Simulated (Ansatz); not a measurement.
## Sn: a sweep of one setting

```xyz
2
Lattice="-2.9158 2.9158 1.5906 2.9158 -2.9158 1.5906 2.9158 2.9158 -1.5906" Properties=species:S:1:pos:R:3 pbc="T T T"
Sn    0.0000    0.0000    0.0000
Sn    0.0000    2.9158    0.7953
```

Atom numbers follow the list: Sn1, Sn2.

Conventional cell: a = 5.832 Å, b = 5.832 Å, c = 3.181 Å, α = 90.00°, β = 90.00°, γ = 90.00°. Around Sn (atom 1) lie 6 Sn at 3.02 to 3.18 Å.

The cell is COD entry 1534488, as deposited and not checked against the literature; nothing was relaxed.

No spin–orbit coupling, which matters for the heavy atoms here.

Computed with DFT, PBE, all-electron LAPW, scalar-relativistic in Ansatz 0.2.0.

Sampling and basis: a Γ-centred 15×15×15 k mesh, Fermi–Dirac smearing of 0.05 eV, basis error target 0.5 meV/atom, no spin polarisation. One setting is then changed at a time.

```csv
basis error target (meV/atom),free energy less the base's (meV/atom),P (GPa),cutoff chosen (eV)
0.5 (base),0.0,2.65,229
3,0.6,2.66,186
10,2.4,2.67,158
30,?,?,135
0.1,-0.1,2.65,270
```

Give the missing entry: row "30", column "P (GPa)".

2.73.

Fill in "free energy less the base's (meV/atom)" for the row "30".

7.7.
